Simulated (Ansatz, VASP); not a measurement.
## Two plane-wave programs on Ca

Contents of INCAR:

```
  ALGO = Normal
  EDIFF = 1E-6
  EDIFFG = -0.005
  ENCUT = 600
  GGA = PS
  IBRION = 2
  ISIF = 3
  ISMEAR = 0
  LASPH = T
  LCHARG = F
  LREAL = F
  LWAVE = F
  NELM = 100
  NSW = 100
  PREC = Accurate
  SIGMA = 0.1
```

File KPOINTS:

```
k-points
0
Gamma
  14 14 14
```

Contents of POSCAR:

```
Ca
1.0
   -2.1615068665      2.1615068665      2.1615068665
    2.1615068665     -2.1615068665      2.1615068665
    2.1615068665      2.1615068665     -2.1615068665
Ca
1
Direct
    0.0000000000      0.0000000000      0.0000000000
```

Input for Ansatz:

```yaml
crystal:
  lattice:
    - [-2.1615068461, 2.1615068461, 2.1615068461]
    - [2.1615068461, -2.1615068461, 2.1615068461]
    - [2.1615068461, 2.1615068461, -2.1615068461]
  atoms:
    - { symbol: Ca, position: [0.0, 0.0, 0.0] }
basis:
  ecutwfc: 420
kpoints:
  mp_grid: { grid: [14, 14, 14] }
hamiltonian:
  xc: pbesol
scf:
  occupations: { method: gaussian, width: 0.1 }
output:
  forces: true
  stress: true
  eigenvalues: true
relax:
  adjacent_minimum: "off"
  f_tol: 0.005
  max_steps: 80
  cell: { stress_tol: 0.05 }
```

This isn't the form of Ca at room conditions, which is fcc.

Alike in both runs: task relaxation of cell and atoms; functional PBEsol; k mesh 14 × 14 × 14; occupations gaussian, width 0.1 eV; no spin polarisation.

|  | VASP | Ansatz |
| --- | --- | --- |
| version | VASP 6.6.1 | Ansatz 0.2.0 |
| potentials or method | VASP PAW PBE potentials, release 64 (Ca_sv) | scalar-relativistic, plane waves, PAW |
| plane-wave cutoff (eV) | 600 | 420 |
| valence electrons in the cell | 10 | 10 |

|  | VASP | Ansatz | Ansatz less VASP |
| --- | --- | --- | --- |
| gap on the k mesh at the Fermi level, each at its own relaxed structure (eV) | none | none | - |
| relaxed volume (Å³/atom) | 40.40 | 40.40 | 0.000 |
| relaxed cell length with the largest relative difference (Å) | 3.744 | 3.744 | 0.0000 |

A gap of «none» marks a metal or a gap that the smearing closes.

Caveats: the relaxation stopped at its first step, so nothing moved; the PAW data sets were made with another functional, which shifts forces and pressure a little (VASP).
